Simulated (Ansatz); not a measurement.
## Relativistic treatment of ZrC

```yaml
crystal:
  lattice:
    - [0.00000, 2.35021, 2.35021]
    - [2.35021, 0.00000, 2.35021]
    - [2.35021, 2.35021, 0.00000]
  atoms:
    - { symbol: Zr, position: [0.50000, 0.50000, 0.50000] }
    - { symbol: C, position: [0.00000, 0.00000, 0.00000] }
```

Atoms are numbered in the order listed.

Conventional cell: a = 4.700 Å, b = 4.700 Å, c = 4.700 Å, α = 90.00°, β = 90.00°, γ = 90.00°. Around Zr (atom 1) lie 6 C at 2.35 Å. Around C (atom 2) lie 6 Zr at 2.35 Å.

The structure is an experimental refinement, used without relaxation.

One fixed cell is solved with PBE by all-electron LAPW in Ansatz 0.2.0 under different relativistic treatments. Pressure is positive in compression.

Settings: a Γ-centred 15×15×15 k mesh, Fermi–Dirac smearing of 0.05 eV, basis error target 0.5 meV/atom, no spin polarisation.

```tsv
setting	P (GPa)
scalar-relativistic	1.24
non-relativistic	?
with spin–orbit coupling	1.21
scalar-relativistic, point nuclei	1.23
scalar-relativistic, inner shells corrected to Dirac	1.24
```

Question: Fill in "P (GPa)" for the row "non-relativistic".

Answer: 2.60.
